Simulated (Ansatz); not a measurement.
Theory: DFT, RPBE, plane waves (420 eV) with PAW, scalar-relativistic (Ansatz 0.2.0). (PAW data from PBE, frozen cores regenerated.)

An element in the omega (AlB2-type) structure gives this curve. The cell is scaled uniformly from the relaxed one, with fractional coordinates and shape fixed. Energies are extrapolated to zero smearing, pressures are those at the given smearing. Magnetic state: spin not included.

```csv
V (Å³/atom),E − E₀ (meV/atom),P (GPa)
20.187,125.1,16.24
21.105,51.6,9.80
22.022,11.8,4.47
22.940,0.0,0.03
23.857,11.5,-3.66
24.775,42.3,-6.73
25.692,89.3,-9.30
```

Which element is it?
A. lithium
B. scandium
C. hafnium
D. cadmium

C. Its fit is V₀ = 22.92 Å³/atom, B₀ = 102 GPa, B₀′ = 3.6.
